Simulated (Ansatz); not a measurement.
# KZnF3 (Pm-3m) in Ansatz: equation of state

How stiff is KZnF3 in PBEsol, and what volume does it want? The cell is scaled to several volumes.

Everything below comes from runs of Ansatz 0.2.0. Logs are shortened: lines on timing, memory, paths and dates and some standing lists are left out, and cuts for length are marked.

### 1 The structure

Symmetry: Pm-3m, No. 221, cubic system. Conventional cell: a = 4.050 Å, b = 4.050 Å, c = 4.050 Å, α = 90.00°, β = 90.00°, γ = 90.00°. Zn (site symmetry m-3m) has 6 F at 2.02 Å as nearest neighbours. K (site symmetry m-3m) is surrounded by 12 F at 2.86 Å. Around F (site symmetry 4/mmm) lie 2 Zn at 2.02 Å.

### 2 Single point, PBEsol, 12.49 Å³/atom (volume scaled by 0.94)

The input, input.yaml:

```yaml
crystal:
  lattice:
    - [3.9673237403, 0.0, 0.0]
    - [0.0, 3.9673237403, 0.0]
    - [0.0, 0.0, 3.9673237403]
  atoms:
    - { symbol: Zn, position: [0.5, 0.5, 0.5] }
    - { symbol: K, position: [0.0, 0.0, 0.0] }
    - { symbol: F, position: [0.5, 0.0, 0.5] }
    - { symbol: F, position: [0.0, 0.5, 0.5] }
    - { symbol: F, position: [0.5, 0.5, 0.0] }
hamiltonian:
  xc: pbesol
  pseudopotentials: { kind: paw }
kpoints:
  mp_grid: { grid: [7, 7, 7] }
scf:
  occupations: { method: fermi_dirac, width: 0.05 }
output:
  forces: true
  stress: true
  eigenvalues: true
```

Potentials or basis: Ansatz PAW.

The run is started by

```bash
ansatz run input.yaml --threads 2 --pin off --max-ram 5632MiB --backend cpu --events-out ev --progress --plain --runs-dir out
```

The log of the run:

```text
Warning: RAYON_NUM_THREADS=2 ignored (pool sized by the plan → 2); use --threads N
Engine: ansatz 0.2.0, aarch64-unknown-linux-gnu
Pseudopotentials: kind: paw
Pseudopotential: Zn, paw, valence charge 12, recommended cutoff 420 eV (normal), Zn.paw.azcp
Pseudopotential: K, paw, valence charge 9, recommended cutoff 420 eV (normal), K.paw.azcp
Pseudopotential: F, paw, valence charge 7, recommended cutoff 420 eV (normal), F.paw.azcp
Functional definition: PBEsol
  exchange = pbesol_x
  correlation = pbesol_c
Crystal: 5 atoms, lattice volume = 62.444 Å³
Basis set: ecut = 420 eV, 1213 PW (Γ), exchange–correlation on 54×54×54 points (8 copies of the dense FFT grid, shifted against one another)
Bands: 26, of which v1, the nominal top of the filled ones, is band 21 counted from 1 (20 counted from 0)
Symmetry: 48 space group operations
Space group: Pm-3m (ITA 221), of the structure as read, at distance tolerance 4.0e-5 Å
k-points: 20 of 343
Non-local potential: Zn, projectors of the file, l = 0: 2, l = 1: 2, l = 2: 3, l = 3: 1
Non-local potential: K, projectors of the file, l = 0: 3, l = 1: 2, l = 2: 2
Non-local potential: F, projectors of the file, l = 0: 2, l = 1: 2, l = 2: 1
PAW form: soft (Blöchl's): semilocal exchange-correlation on the pseudo side does not see the compensation charge
PAW frozen core: Zn, regenerated for the run's functional, and the local potential with it (the file was generated under x = pbe(κ = 0.804, μ = 0.2195149727645171), c = pbe(β = 0.06672455060314922))
PAW frozen core: K, regenerated for the run's functional, and the local potential with it (the file was generated under x = pbe(κ = 0.804, μ = 0.2195149727645171), c = pbe(β = 0.06672455060314922))
PAW frozen core: F, regenerated for the run's functional, and the local potential with it (the file was generated under x = pbe(κ = 0.804, μ = 0.2195149727645171), c = pbe(β = 0.06672455060314922))
PAW one-centre angular grid: Zn, 590 points (default); XC on 64 Gauss nodes
PAW one-centre angular grid: K, 110 points (default); XC on 64 Gauss nodes
PAW one-centre angular grid: F, 110 points (default); XC on 64 Gauss nodes
Initial density: superposition of atomic densities (neutral atoms: chi_scale 0, normalization atom), corrected by the library's trained network
Initial wavefunctions: pseudopotential atomic-orbital guess
Functional: x = pbesol(κ = 0.804, μ = 0.12345679012345678), c = pbesol(β = 0.046)
SCF iter   1: F=—  HF=-7202.608954 eV  |F-HF|=—  |Δ(HF+E_count)|=         —  Δρ=1.51e-2  dr2=8.88e-2  ethr=1.77e-3  ⟨swp⟩=6.2  Hψ=2557  notcnv=0
preconditioner: auto → Resta (q_TF=auto, 2.554 Å⁻¹)  ε∞=4.1  [insulator: Δε(μ)=3.872 eV  Ē_g=17.377 eV  σ=0.050 eV  W_gap=1.00  n_scr=18 (ndim 8)  ℏωp=30.5 eV  f_vac=0.044  D(μ)=0.00/eV (n_scr^D=0)  ε∞_Penn≈4.1]
SCF iter   2: F=—  HF=-7202.581779 eV  |F-HF|=—  |Δ(HF+E_count)|=   2.72e-2  Δρ=2.43e-3  dr2=1.57e-3  ethr=2.11e-4  ⟨swp⟩=2.0  Hψ=1122  notcnv=0  defer=20
SCF iter   3: F=—  HF=-7202.581709 eV  |F-HF|=—  |Δ(HF+E_count)|=   7.03e-5  Δρ=1.14e-3  dr2=5.25e-4  ethr=3.75e-6  ⟨swp⟩=2.0  Hψ=917  notcnv=0
automatic band count: iteration 3 solves 25 bands in place of 26: the levels show a gap, and the empty bands left out lie too high to hold charge; the band table lists the bands solved (type scf.n_extra_bands for more)
SCF iter   4: F=—  HF=-7202.581800 eV  |F-HF|=—  |Δ(HF+E_count)|=   9.15e-5  Δρ=6.59e-4  dr2=1.63e-4  ethr=1.25e-6  ⟨swp⟩=2.6  Hψ=875  notcnv=0
SCF iter   5: F=—  HF=-7202.581781 eV  |F-HF|=—  |Δ(HF+E_count)|=   1.93e-5  Δρ=1.41e-4  dr2=1.14e-5  ethr=3.89e-7  ⟨swp⟩=2.0  Hψ=796  notcnv=0
SCF iter   6: F=—  HF=-7202.581704 eV  |F-HF|=—  |Δ(HF+E_count)|=   7.67e-5  Δρ=3.00e-5  dr2=8.56e-7  ethr=2.73e-8  ⟨swp⟩=2.0  Hψ=908  notcnv=0
SCF iter   7: F=-7202.581705 eV  HF=-7202.581705 eV  |F-HF|=1.45e-8  |Δ(HF+E_count)|=   8.26e-7  Δρ=6.98e-6  dr2=4.66e-8  ethr=2.38e-10  ⟨swp⟩=5.5  Hψ=2189  notcnv=0
SCF 1 converged in 7 iterations: F = -7202.581705 eV  dr2 = 4.66e-8
SCF converged after 7 iterations
Free energy (F): -7202.581705 eV
Harris-Foulkes:  -7202.581705 eV  (|F-HF|=1.45e-8)
Internal energy: -7202.581705 eV  (E = F + TS)
E sigma→0 (E₀):  -7202.581705 eV
Fermi energy:    7.052480 eV
--- Per-component energies (eV) ---
  E_band       = -126.062005
  E_kinetic    = 1006.968667
  E_local      = -3956.941114  (includes V_loc(G=0)·N_el)
  E_nonlocal   = 861.626119
  E_hartree    = 1560.758834
  E_xc         = -504.875717
  E_vxc        = -520.492146  (∫ρ·V_xc dr)
  E_paw        = -3143.200198  (= ΣΔE_a)
  E_vpaw       = -638.750648  (= ΣTr[D̂ρ^β])
  E_aug_tail   = 0.005699  (compensation charges beyond the density's cutoff)
  E_ewald      = -3027.956563
  E_core_change = 1.032568  (= ΣΔE_core)
  E_smearing   = -0.000000  (= −TS)
  E_closure    = -0.000000  (closes the sum)
  Σ components = -7202.581705   (vs F -7202.581705, Δ=0.00e0)
--- Forces (eV/Å), atoms counted from 1 ---
  atom   1  Zn     0.00000000    -0.00000000    -0.00000000
  atom   2  K     -0.00000000     0.00000000    -0.00000000
  atom   3  F      0.00000000    -0.00000000     0.00000000
  atom   4  F      0.00000000     0.00000000     0.00000000
  atom   5  F      0.00000000    -0.00000000    -0.00000000
  max |Σ_I F_I| component: 1.34e-28 eV/Å
--- Stress (GPa, compression-positive) ---
        5.896718       0.000000       0.000000
        0.000000       5.896718      -0.000000
        0.000000      -0.000000       5.896718
  P = ⅓ Tr σ = 5.8967 GPa (58.967 kbar)
--- Band table (eV; the first three rows and the last of 20) ---
  k-point 0: bands = ["-22.0172", "-16.9361", "-16.2044", "-16.2044", "-5.5888", "-5.5888", "-5.5888", "0.3872", "0.3872", "0.3872", "1.4824", "1.4824", "1.4824", "1.8977", "1.8977", "2.6164", "2.6164", "2.6164", "2.8765", "2.8765", "2.8765", "8.9445", "13.4163", "13.4163", "14.5178"]
  k-point 1: bands = ["-22.0108", "-16.9100", "-16.2310", "-16.2027", "-5.5846", "-5.5768", "-5.5768", "0.0248", "0.3993", "0.3993", "1.3695", "1.3695", "1.4835", "1.8979", "1.9910", "2.5667", "2.6631", "2.6631", "2.9025", "2.9025", "2.9460", "9.3642", "13.6008", "13.6188", "14.7176"]
  k-point 2: bands = ["-21.9964", "-16.8438", "-16.2981", "-16.1988", "-5.5749", "-5.5497", "-5.5497", "-0.5589", "0.4395", "0.4395", "1.1382", "1.1382", "1.4858", "1.8982", "1.9018", "2.4597", "2.6823", "2.6823", "3.0138", "3.0138", "3.1984", "10.4270", "13.8326", "14.0336", "15.4404"]
  k-point 19: bands = ["-21.9465", "-16.4136", "-16.3702", "-16.3702", "-5.7813", "-5.7813", "-5.7568", "-1.7593", "-0.6422", "-0.6422", "0.3544", "0.3969", "0.3969", "2.9596", "2.9882", "2.9882", "3.1896", "3.1896", "3.2293", "4.9379", "4.9379", "13.2348", "13.5184", "13.5184", "15.8554"]
```

It took 1.9 s on 2 threads of Arm Neoverse V1, shared host; peak memory 0.33 GiB.

Results:

```
Free energy            : -7202.5817 eV
Pressure               : 5.9 GPa
Band gap on the k mesh : 4.00 eV, indirect (least direct gap 6.07 eV)
```

Caveat: odd divisions of the mesh miss points on the zone boundary, where band edges often lie, so the gap on the mesh can be too wide; the pressure holds a Pulay correction of +0.7 GPa for the finite cutoff; the PAW data sets come from PBE, with cores solved anew for the run's functional, which leaves a small shift of forces and pressure.

### 3 Single point, PBEsol, 12.75 Å³/atom (volume scaled by 0.96)

Changes to input.yaml since step 2:

```diff
@@ -2,5 +2,5 @@
   lattice:
-    - [3.9673237403, 0.0, 0.0]
-    - [0.0, 3.9673237403, 0.0]
-    - [0.0, 0.0, 3.9673237403]
+    - [3.9952635604, 0.0, 0.0]
+    - [0.0, 3.9952635604, 0.0]
+    - [0.0, 0.0, 3.9952635604]
   atoms:
```

Potentials or basis: Ansatz PAW.

The run is started by

```bash
ansatz run input.yaml --threads 2 --pin off --max-ram 5632MiB --backend cpu --events-out ev --progress --plain --runs-dir out
```

It took 1.4 s on 2 threads of Arm Neoverse V1, shared host; peak memory 0.33 GiB.

It converged, with:

```
Free energy            : -7202.6215 eV
Pressure               : 3.8 GPa
Band gap on the k mesh : 3.94 eV, indirect (least direct gap 5.88 eV)
```

Caveat: odd divisions of the mesh miss points on the zone boundary, where band edges often lie, so the gap on the mesh can be too wide; the pressure holds a Pulay correction of +0.7 GPa for the finite cutoff; the PAW data sets come from PBE, with cores solved anew for the run's functional, which leaves a small shift of forces and pressure.

### 4 Single point, PBEsol, 13.02 Å³/atom (volume scaled by 0.98)

Changes to input.yaml since step 3:

```diff
@@ -2,5 +2,5 @@
   lattice:
-    - [3.9952635604, 0.0, 0.0]
-    - [0.0, 3.9952635604, 0.0]
-    - [0.0, 0.0, 3.9952635604]
+    - [4.0228179729, 0.0, 0.0]
+    - [0.0, 4.0228179729, 0.0]
+    - [0.0, 0.0, 4.0228179729]
   atoms:
```

The run is started by

```bash
ansatz run input.yaml --threads 2 --pin off --max-ram 5632MiB --backend cpu --events-out ev --progress --plain --runs-dir out
```

Run time: 2.2 s. Hardware: 2 threads of Arm Neoverse V1, shared host; peak memory 0.33 GiB.

Results (log left out):

```yaml
Free_energy: -7202.6448 eV
Pressure: 1.8 GPa
Band_gap_on_the_k_mesh: 3.88 eV, indirect (least direct gap 5.71 eV)
```

Caveat: odd divisions of the mesh miss points on the zone boundary, where band edges often lie, so the gap on the mesh can be too wide; the pressure holds a Pulay correction of +0.7 GPa for the finite cutoff; the PAW data sets come from PBE, with cores solved anew for the run's functional, which leaves a small shift of forces and pressure.

### 5 Single point, PBEsol, 13.29 Å³/atom

Changes to input.yaml since step 4:

```diff
@@ -2,5 +2,5 @@
   lattice:
-    - [4.0228179729, 0.0, 0.0]
-    - [0.0, 4.0228179729, 0.0]
-    - [0.0, 0.0, 4.0228179729]
+    - [4.05, 0.0, 0.0]
+    - [0.0, 4.05, 0.0]
+    - [0.0, 0.0, 4.05]
   atoms:
```

The run is started by

```bash
ansatz run input.yaml --threads 2 --pin off --max-ram 5632MiB --backend cpu --events-out ev --progress --plain --runs-dir out
```

Run time: 1.9 s. Hardware: 2 threads of Arm Neoverse V1, shared host; peak memory 0.34 GiB.

The run converged. Its results:

```yaml
Free_energy: -7202.6524 eV
Pressure: 0.1 GPa
Band_gap_on_the_k_mesh: 3.83 eV, indirect (least direct gap 5.54 eV)
```

Caveat: odd divisions of the mesh miss points on the zone boundary, where band edges often lie, so the gap on the mesh can be too wide; the pressure holds a Pulay correction of +0.7 GPa for the finite cutoff; the PAW data sets come from PBE, with cores solved anew for the run's functional, which leaves a small shift of forces and pressure.

### 6 Single point, PBEsol, 13.55 Å³/atom (volume scaled by 1.02)

Changes to input.yaml since step 5:

```diff
@@ -2,5 +2,5 @@
   lattice:
-    - [4.05, 0.0, 0.0]
-    - [0.0, 4.05, 0.0]
-    - [0.0, 0.0, 4.05]
+    - [4.0768219737, 0.0, 0.0]
+    - [0.0, 4.0768219737, 0.0]
+    - [0.0, 0.0, 4.0768219737]
   atoms:
@@ -22 +22,5 @@
   eigenvalues: true
+  write_density: true
+  write_potential: true
+  elf: true
+  volumetric_format: npy
```

Potentials or basis: Ansatz PAW.

The run is started by

```bash
ansatz run input.yaml --threads 2 --pin off --max-ram 5632MiB --backend cpu --events-out ev --progress --plain --runs-dir out
```

Wall time 2.2 s (2 threads of Arm Neoverse V1, shared host); peak memory 0.34 GiB.

It converged, with:

| Property | Result |
| --- | --- |
| Free energy | -7202.6478 eV |
| Pressure | -1.4 GPa |
| Band gap on the k mesh | 3.77 eV, indirect (least direct gap 5.37 eV) |

Caveat: odd divisions of the mesh miss points on the zone boundary, where band edges often lie, so the gap on the mesh can be too wide; the pressure holds a Pulay correction of +0.6 GPa for the finite cutoff; the PAW data sets come from PBE, with cores solved anew for the run's functional, which leaves a small shift of forces and pressure.

### 7 Single point, PBEsol, 13.82 Å³/atom (volume scaled by 1.04)

Changes to input.yaml since step 6:

```diff
@@ -2,5 +2,5 @@
   lattice:
-    - [4.0768219737, 0.0, 0.0]
-    - [0.0, 4.0768219737, 0.0]
-    - [0.0, 0.0, 4.0768219737]
+    - [4.1032955855, 0.0, 0.0]
+    - [0.0, 4.1032955855, 0.0]
+    - [0.0, 0.0, 4.1032955855]
   atoms:
```

The run is started by

```bash
ansatz run input.yaml --threads 2 --pin off --max-ram 5632MiB --backend cpu --events-out ev --progress --plain --runs-dir out
```

Run time: 2.1 s. Hardware: 2 threads of Arm Neoverse V1, shared host; peak memory 0.35 GiB.

It converged, with:

```
Free energy            : -7202.6301 eV
Pressure               : -2.7 GPa
Band gap on the k mesh : 3.72 eV, indirect (least direct gap 5.22 eV)
```

Caveat: odd divisions of the mesh miss points on the zone boundary, where band edges often lie, so the gap on the mesh can be too wide; the pressure holds a Pulay correction of +0.6 GPa for the finite cutoff; the PAW data sets come from PBE, with cores solved anew for the run's functional, which leaves a small shift of forces and pressure.

### 8 Single point, PBEsol, 14.08 Å³/atom (volume scaled by 1.06)

Changes to input.yaml since step 7:

```diff
@@ -2,5 +2,5 @@
   lattice:
-    - [4.1032955855, 0.0, 0.0]
-    - [0.0, 4.1032955855, 0.0]
-    - [0.0, 0.0, 4.1032955855]
+    - [4.1294319308, 0.0, 0.0]
+    - [0.0, 4.1294319308, 0.0]
+    - [0.0, 0.0, 4.1294319308]
   atoms:
@@ -22,5 +22 @@
   eigenvalues: true
-  write_density: true
-  write_potential: true
-  elf: true
-  volumetric_format: npy
```

The run is started by

```bash
ansatz run input.yaml --threads 2 --pin off --max-ram 5632MiB --backend cpu --events-out ev --progress --plain --runs-dir out
```

Run time: 1.5 s. Hardware: 2 threads of Arm Neoverse V1, shared host; peak memory 0.34 GiB.

Results (log left out):

```
Free energy            : -7202.6026 eV
Pressure               : -3.9 GPa
Band gap on the k mesh : 3.67 eV, indirect (least direct gap 5.07 eV)
```

Caveat: odd divisions of the mesh miss points on the zone boundary, where band edges often lie, so the gap on the mesh can be too wide; the pressure holds a Pulay correction of +0.6 GPa for the finite cutoff; the PAW data sets come from PBE, with cores solved anew for the run's functional, which leaves a small shift of forces and pressure.

### 9 Equation of state, PBEsol

Potentials or basis: Ansatz PAW.

No new run: the results of the series are fitted here.

Results:

```
Equilibrium volume                      : 13.31 Å³/atom
Bulk modulus                            : 80 GPa
Pressure derivative of the bulk modulus : 4.8 (rough: it moves with the points fitted)
```

Energy against volume, from the lowest point:
| volume (Å³/atom) | energy (meV/atom) |
| --- | --- |
| 12.489 | 14.15 |
| 12.755 | 6.19 |
| 13.020 | 1.53 |
| 13.286 | 0.00 |
| 13.552 | 0.94 |
| 13.817 | 4.47 |
| 14.083 | 9.97 |
